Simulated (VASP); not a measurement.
# V (Im-3m) in VASP: notebook, part 2 of 2

VASP 6.6.1. Earlier steps stand in the parts before.

### 3 Relaxation of cell and atoms, PBEsol

Contents of INCAR:

```
SYSTEM = V
  ALGO = Normal
  EDIFF = 1E-7
  EDIFFG = -0.005
  ENCUT = 580
  GGA = PS
  IBRION = 2
  ISIF = 3
  ISMEAR = 0
  LASPH = .TRUE.
  LCHARG = .FALSE.
  LREAL = .FALSE.
  LWAVE = .FALSE.
  NELM = 100
  NSW = 90
  PREC = Accurate
  SIGMA = 0.1
```

Contents of KPOINTS:

```
k-points
0
G
  20 20 20
  0 0 0
```

Contents of POSCAR:

```
V
1.0
   -1.5129450000      1.5129450000      1.5129450000
    1.5129450000     -1.5129450000      1.5129450000
    1.5129450000      1.5129450000     -1.5129450000
V
1
Direct
    0.0000000000      0.0000000000      0.0000000000
```

Potentials or basis: VASP PAW PBE potentials, release 64 (V).

Run with:

```console
cat potpaw_PBE.64/V/POTCAR > POTCAR
mpirun -np 1 vasp_std > vasp.out
```

OUTCAR:

```text
SYSTEM = V
   EDIFF = 1E-7
   EDIFFG = -0.005
   ENCUT = 580
   GGA = PS
   IBRION = 2
   ISIF = 3
   ISMEAR = 0
   LASPH = .TRUE.
   LREAL = .FALSE.
   NELM = 100
   NSW = 90
   PREC = Accurate

 ion  position               nearest neighbor table
   1  0.000  0.000  0.000-

  LATTYP: Found a body centered cubic cell.
 ALAT       =     3.0258900000

  Lattice vectors:

 A1 = (  -1.5129450000,   1.5129450000,   1.5129450000)
 A2 = (   1.5129450000,  -1.5129450000,   1.5129450000)
 A3 = (   1.5129450000,   1.5129450000,  -1.5129450000)

Analysis of symmetry for initial positions (statically):
=====================================================================
 Subroutine PRICEL returns:
 Original cell was already a primitive cell.

 Routine SETGRP: Setting up the symmetry group for a
 body centered cubic supercell.

 Subroutine GETGRP returns: Found 48 space group operations
 (whereof 48 operations were pure point group operations)
 out of a pool of 48 trial point group operations.

The static configuration has the point symmetry O_h .

Analysis of symmetry for dynamics (positions and initial velocities):
=====================================================================
 Subroutine PRICEL returns:
 Original cell was already a primitive cell.

 Routine SETGRP: Setting up the symmetry group for a
 body centered cubic supercell.

 Subroutine GETGRP returns: Found 48 space group operations
 (whereof 48 operations were pure point group operations)
 out of a pool of 48 trial point group operations.

The dynamic configuration has the point symmetry O_h .

 Subroutine INISYM returns: Found 48 space group operations
 (whereof 48 operations are pure point group operations),
 and found     1 'primitive' translations

----------------------------------------------------------------------------------------

                                     Primitive cell

  volume of cell :      13.8525

  direct lattice vectors                    reciprocal lattice vectors
    -1.512945000  1.512945000  1.512945000     0.000000000  0.330481280  0.330481280
     1.512945000 -1.512945000  1.512945000     0.330481280  0.000000000  0.330481280
     1.512945000  1.512945000 -1.512945000     0.330481280  0.330481280  0.000000000

  length of vectors
     2.620497609  2.620497609  2.620497609     0.467371108  0.467371108  0.467371108

  position of ions in fractional coordinates (direct lattice)
     0.000000000  0.000000000  0.000000000

  ion indices of the primitive-cell ions
   primitive index   ion index
                 1           1

----------------------------------------------------------------------------------------

 KPOINTS: k-points

Automatic generation of k-mesh.
 Grid dimensions read from file:
 generate k-points for:   20   20   20

 Generating k-lattice:

  Cartesian coordinates                     Fractional coordinates (reciprocal lattice)
     0.000000000  0.016524064  0.016524064     0.050000000  0.000000000  0.000000000
     0.016524064  0.000000000  0.016524064     0.000000000  0.050000000  0.000000000
     0.016524064  0.016524064  0.000000000     0.000000000  0.000000000  0.050000000

  Length of vectors
     0.023368555  0.023368555  0.023368555

  Shift w.r.t. Gamma in fractional coordinates (k-lattice)
     0.000000000  0.000000000  0.000000000

 Subroutine IBZKPT returns following result:
 ===========================================

 Found    256 irreducible k-points:

 Following reciprocal coordinates:
            Coordinates               Weight
  0.000000  0.000000  0.000000      1.000000
  0.050000  0.000000  0.000000     12.000000
  0.100000  0.000000  0.000000     12.000000
  0.150000  0.000000  0.000000     12.000000
  0.200000  0.000000  0.000000     12.000000
  0.250000  0.000000  0.000000     12.000000
[... 16 lines left out ...]
  0.200000  0.100000 -0.000000     48.000000
  0.250000  0.100000 -0.000000     48.000000
 [... further k-points ...]
   k-points           NKPTS =    256   k-points in BZ     NKDIM =    256   number of bands    NBANDS=      6
   number of dos      NEDOS =    301   number of ions     NIONS =      1
   total plane-waves  NPLWV =  13824
   dimension x,y,z NGX =    24 NGY =   24 NGZ =   24
   dimension x,y,z NGXF=    48 NGYF=   48 NGZF=   48
   ions per type =               1
   NGX,Y,Z   is equivalent  to a cutoff of  15.23, 15.23, 15.23 a.u.
   NGXF,Y,Z  is equivalent  to a cutoff of  30.45, 30.45, 30.45 a.u.
 SYSTEM =  V
   PREC   = accura    normal or accurate (medium, high low for compatibility)
   ISTART =      0    job   : 0-new  1-cont  2-samecut
   ICHARG =      2    charge: 1-file 2-atom 10-const
   ISPIN  =      1    spin polarized calculation?
   LNONCOLLINEAR =      F non collinear calculations
   LSORBIT =      F    spin-orbit coupling
   LASPH  =      T    aspherical Exc in radial PAW
   ENCUT  =  580.0 eV  42.63 Ry    6.53 a.u.   5.15  5.15  5.15*2*pi/ulx,y,z
   NELM   =    100;   NELMIN=  2; NELMDL= -5     # of ELM steps
   EDIFF  = 0.1E-06   stopping-criterion for ELM
   LREAL  =      F    real-space projection
   EDIFFG = -.5E-02   stopping-criterion for IOM
   NSW    =     90    number of steps for IOM
   IBRION =      2    ionic relax: 0-MD 1-quasi-New 2-CG
   NFREE  =      1    steps in history (QN), initial steepest desc. (CG)
   ISIF   =      3    stress and relaxation
   ISYM   =      2    0-nonsym 1-usesym 2-fastsym
   POTIM  = 0.5000    time-step for ionic-motion
   TEBEG  =    0.0;   TEEND  =   0.0 temperature during run
   PSTRESS=    0.0 pullay stress
   NELECT =       5.0000    total number of electrons
   NUPDOWN=      -1.0000    fix difference up-down
   EMIN   =  10.00;   EMAX   =-10.00  energy-range for DOS
   EFERMI =   0.00;   METHOD = LEGACY
   ISMEAR =     0;   SIGMA  =   0.10  broadening in eV -4-tet -1-fermi 0-gaus
   EFERMI_NEDOS =   21; number of points for ismear=-14 and -15
   IALGO  =     38    algorithm
   IMIX   =      4    mixing-type and parameters
     AMIX     =   0.40;   BMIX     =  1.00
     AMIX_MAG =   1.60;   BMIX_MAG =  1.00
  volume/ion in A,a.u.               =      13.85        93.48
  Fermi-wavevector in a.u.,A,eV,Ry     =   1.165615  2.202692 18.485660  1.358658
  Thomas-Fermi vector in A             =   2.302138
   LORBIT       =      0    0 simple, 1 ext, 2 COOP (PROOUT), +10 PAW based schemes
   GGA     = PS    functional components
   LHFCALC =     F    Hartree Fock is set to
   AEXX    =    0.0000 exact exchange contribution
   IVDW    =     0    specifies the selected vdW correction
   LEPSILON=     F    determine dielectric tensor
   LRPA    =     F    only Hartree local field effects (RPA)
 conjugate gradient relaxation of ions
 non-spin polarized calculation
 Gauss-broadening in eV      SIGMA  =   0.10
  energy-cutoff  :      580.00
  volume of cell :       13.85
 maximum number of plane-waves:       466
 NGX is ok and might be reduce to    24
   NGX = 11   NGY = 11   NGZ = 11

--------------------------------------- Ionic step        1  -------------------------------------------

 number of electron       5.0000000 magnetization

 Free energy of the ion-electron system (eV)
  ---------------------------------------------------
  ext. energy  EPLUGINS =         0.00000000
  ---------------------------------------------------
  free energy    TOTEN  =        -9.55816517 eV

  energy without entropy =       -9.54900076  energy(sigma->0) =       -9.55358297

------------------------ aborting loop because EDIFF is reached ----------------------------------------

  FORCE on cell =-STRESS in cart. coord.  units (eV):
  Direction    XX          YY          ZZ          XY          YZ          ZX
  --------------------------------------------------------------------------------------
  -------------------------------------------------------------------------------------
  Total       -1.2374079     -1.2374079     -1.2374079     -0.0000000     -0.0000000      0.0000000
  in kB     -143.1179377   -143.1179377   -143.1179377     -0.0000000     -0.0000000      0.0000000
  external PRESSURE =    -143.1179377 kB  Pullay stress =       0.0000000 kB
[... 92 lines left out ...]
--------------------------------------- Ionic step        4  -------------------------------------------

 number of electron       5.0000000 magnetization

 Free energy of the ion-electron system (eV)
  ---------------------------------------------------
  ext. energy  EPLUGINS =         0.00000000
  ---------------------------------------------------
  free energy    TOTEN  =        -9.61068651 eV

  energy without entropy =       -9.60224618  energy(sigma->0) =       -9.60646635

 E-fermi :   6.5145     XC(G=0): -12.8930

 val. band max:        6.5084714584   @ k =   0.1000   0.1000   0.0000
 cond. band min:       6.5176270288   @ k =  -0.3500   0.4500   0.1500
 fundamental gap:      0.0091555704
 Fermi energy:         6.5144906149

 k-point     1 :       0.0000    0.0000    0.0000
  band No.  band energies     occupation
      1      -0.1566      2.00000
      2       6.9205      0.00000
      3       6.9205      0.00000
      4       6.9205      0.00000
      5       9.0499      0.00000
      6       9.0499      0.00000
[... 199 lines left out ...]
 k-point    24 :       0.2500    0.1000   -0.0000
  band No.  band energies     occupation
      1       2.9151      2.00000
      2       5.7837      2.00000
      3       6.2344      1.99993
      4       8.6593      0.00000
      5       9.3705      0.00000
      6       9.6844      0.00000

 [... further k-points ...]
[... 5 lines left out ...]
  --------------------------------------------------------------------------------------
  -------------------------------------------------------------------------------------
  Total       -0.0045005     -0.0045005     -0.0045005      0.0000000      0.0000000      0.0000000
  in kB       -0.5652332     -0.5652332     -0.5652332      0.0000000      0.0000000      0.0000000
  external PRESSURE =      -0.5652332 kB  Pullay stress =       0.0000000 kB
[... 16 lines left out ...]
  FREE ENERGIE OF THE ION-ELECTRON SYSTEM (eV)
  ---------------------------------------------------
  free  energy   TOTEN  =        -9.6106865088 eV

  energy  without entropy=       -9.6022461833  energy(sigma->0) =       -9.60646635

 reached required accuracy - stopping structural energy minimisation
```

OSZICAR:

```text
N       E                     dE             d eps       ncg     rms          rms(c)
DAV:   1     0.654591544403E+01    0.65459E+01   -0.21644E+03  3096   0.871E+02
DAV:   2    -0.109581532074E+02   -0.17504E+02   -0.16897E+02  3120   0.107E+02
DAV:   3    -0.111748905413E+02   -0.21674E+00   -0.21579E+00  3246   0.162E+01
[... 32 lines left out ...]
       N       E                     dE             d eps       ncg     rms          rms(c)
DAV:   1    -0.961070849116E+01   -0.51871E-04   -0.15288E-03  3072   0.841E-01    0.582E-02
DAV:   2    -0.961068801164E+01    0.20480E-04   -0.68684E-05  3072   0.157E-01    0.137E-02
DAV:   3    -0.961068660176E+01    0.14099E-05   -0.20569E-06  3966   0.188E-02    0.459E-03
DAV:   4    -0.961068650883E+01    0.92928E-07   -0.76230E-07  3072   0.128E-02
   4 F= -.96106865E+01 E0= -.96064663E+01  d E =-.525213E-01
```

CONTCAR:

```text
V
   1.00000000000000
    -1.4719580666284771    1.4719580666284771    1.4719580666284771
     1.4719580666284771   -1.4719580666284771    1.4719580666284771
     1.4719580666284771    1.4719580666284771   -1.4719580666284771
  V
     1
Direct
     1.0000000000000000    1.0000000000000000    1.0000000000000000

  0.00000000E+00  0.00000000E+00  0.00000000E+00
```

Wall time 26 s (1 thread of Intel Xeon Platinum 8488C (Sapphire Rapids), shared host); peak memory 0.17 GiB.

Results:

* Free energy: -9.6107 eV
* Relaxed volume: 12.76 Å³/atom
* Relaxed cell: a = 2.550 Å, b = 2.550 Å, c = 2.550 Å, α = 109.47°, β = 109.47°, γ = 109.47°
* Space group after relaxing (to 0.05 Å): Im-3m (No. 229)
* Energy gained by relaxing: 52.5 meV/atom
* Ionic steps: 4
* Pressure after relaxing: -0.1 GPa
* Band gap on the k mesh: none (metal or under the smearing width)

The path:
```csv
step,energy change (eV),largest force (eV/Å),pressure (GPa),volume (Å³)
1,0.0000,0.0000,-14.31,13.85
2,0.0367,0.0000,25.04,11.52
3,-0.0525,0.0000,-0.38,12.78
4,-0.0525,0.0000,-0.06,12.76
```

Final structure:
```
CELL_PARAMETERS angstrom
-1.47196 1.47196 1.47196
1.47196 -1.47196 1.47196
1.47196 1.47196 -1.47196
ATOMIC_POSITIONS crystal
V 0.00000 0.00000 0.00000
```

Caveat: the PAW data sets were made with another functional, which shifts forces and pressure a little.

### 4 Relaxation of cell and atoms, PBEsol

Edit INCAR of step 3 so:

```diff
@@ -4,3 +4,3 @@
   EDIFFG = -0.005
-  ENCUT = 580
+  ENCUT = 480
   GGA = PS
```

KPOINTS is that of step 3.

POSCAR is that of step 3.

Potentials or basis: VASP PAW PBE potentials, release 64 (V_sv).

Run with:

```console
cat potpaw_PBE.64/V_sv/POTCAR > POTCAR
mpirun -np 1 vasp_std > vasp.out
```

Run time: 41 s. Hardware: 1 thread of Intel Xeon Platinum 8488C (Sapphire Rapids), shared host; peak memory 0.16 GiB.

The run converged. Its results:

```
Free energy                            : -9.6405 eV
Relaxed volume                         : 12.96 Å³/atom
Relaxed cell                           : a = 2.563 Å, b = 2.563 Å, c = 2.563 Å, α = 109.47°, β = 109.47°, γ = 109.47°
Space group after relaxing (to 0.05 Å) : Im-3m (No. 229)
Energy gained by relaxing              : 34.5 meV/atom
Ionic steps                            : 4
Pressure after relaxing                : 0.0 GPa
Band gap on the k mesh                 : none (metal or under the smearing width)
```

Step by step:
```tsv
step	energy change (eV)	largest force (eV/Å)	pressure (GPa)	volume (Å³)
1	0.0000	0.0000	-11.81	13.85
2	0.0267	0.0000	19.80	11.90
3	-0.0345	0.0000	-0.28	12.98
4	-0.0345	0.0000	-0.01	12.96
```

Final structure:
```
V
1.0
    -1.47981    1.47981    1.47981
     1.47981   -1.47981    1.47981
     1.47981    1.47981   -1.47981
V
1
Direct
  0.00000 0.00000 0.00000
```

Levels at points of the mesh, in eV from the Fermi level:
| k point | band 3 | band 4 | band 5 | band 6 | band 7 | band 8 | band 9 | band 10 |
| --- | --- | --- | --- | --- | --- | --- | --- | --- |
| (0.00, 0.00, 0.00) | -36.76 | -36.76 | -6.67 | 0.42 | 0.42 | 0.42 | 2.53 | 2.53 |
| (0.50, 0.00, 0.00) | -37.08 | -36.77 | -3.32 | -1.21 | 1.79 | 2.54 | 2.91 | 4.36 |
| (0.50, 0.50, 0.50) | -37.46 | -37.46 | -3.18 | -3.18 | 3.94 | 3.94 | 3.94 | 10.55 |

Caveat: the PAW data sets were made with another functional, which shifts forces and pressure a little.

### 5 Relaxation of cell and atoms, RPBE

Edit INCAR of step 4 so:

```diff
@@ -4,4 +4,4 @@
   EDIFFG = -0.005
-  ENCUT = 480
-  GGA = PS
+  ENCUT = 600
+  GGA = RP
   IBRION = 2
```

KPOINTS is that of step 4.

POSCAR is that of step 4.

Run with:

```console
cat potpaw_PBE.64/V_sv/POTCAR > POTCAR
mpirun -np 1 vasp_std > vasp.out
```

Run time: 35 s. Hardware: 1 thread of Intel Xeon Platinum 8488C (Sapphire Rapids), shared host; peak memory 0.18 GiB.

The run converged. Its results:

* Free energy: -8.5137 eV
* Relaxed volume: 13.80 Å³/atom
* Relaxed cell: a = 2.617 Å, b = 2.617 Å, c = 2.617 Å, α = 109.47°, β = 109.47°, γ = 109.47°
* Space group after relaxing (to 0.05 Å): Im-3m (No. 229)
* Energy gained by relaxing: 0.1 meV/atom
* Ionic steps: 3
* Pressure after relaxing: 0.0 GPa
* Band gap on the k mesh: none (metal or under the smearing width)

Step by step:
| step | energy change (eV) | largest force (eV/Å) | pressure (GPa) | volume (Å³) |
| --- | --- | --- | --- | --- |
| 1 | 0.0000 | 0.0000 | -0.64 | 13.85 |
| 2 | 0.0000 | 0.0000 | 0.75 | 13.74 |
| 3 | -0.0001 | 0.0000 | 0.00 | 13.80 |

Final structure:
```yaml
crystal:
  lattice:
    - [-1.51103, 1.51103, 1.51103]
    - [1.51103, -1.51103, 1.51103]
    - [1.51103, 1.51103, -1.51103]
  atoms:
    - { symbol: V, position: [0.00000, 0.00000, 0.00000] }
```

Levels at points of the mesh, in eV from the Fermi level:
| k point | band 5 | band 6 | band 7 | band 8 | band 9 | band 10 |
| --- | --- | --- | --- | --- | --- | --- |
| (0.00, 0.00, 0.00) | -6.54 | 0.41 | 0.41 | 0.41 | 2.37 | 2.37 |
| (0.50, 0.00, 0.00) | -3.09 | -1.08 | 1.53 | 2.36 | 2.71 | 3.98 |
| (0.50, 0.50, 0.50) | -2.88 | -2.88 | 3.60 | 3.60 | 3.60 | 9.99 |

Caveat: the PAW data sets were made with another functional, which shifts forces and pressure a little.

### 6 Overview

```csv
task,level,potentials or basis,cell,cutoff (eV),gap on the mesh (eV),pressure (GPa),relaxed volume (Å³/atom)
single point,PBEsol,"VASP PAW PBE potentials, release 64 (V_sv)",as given,520,none,-11.5,-
relaxation of cell and atoms,PBEsol,"VASP PAW PBE potentials, release 64 (V)",relaxed,580,none,-0.1,12.76
relaxation of cell and atoms,PBEsol,"VASP PAW PBE potentials, release 64 (V_sv)",relaxed,480,none,0.0,12.96
relaxation of cell and atoms,RPBE,"VASP PAW PBE potentials, release 64 (V_sv)",relaxed,600,none,0.0,13.80
```

Alike in all rows: no spin polarisation; k mesh 20 × 20 × 20; smearing gaussian 0.1 eV.

Caveats: the PAW data sets were made with another functional, which shifts forces and pressure a little.

Total energies depend on the potentials used, so only differences within one code and one set of settings carry meaning.
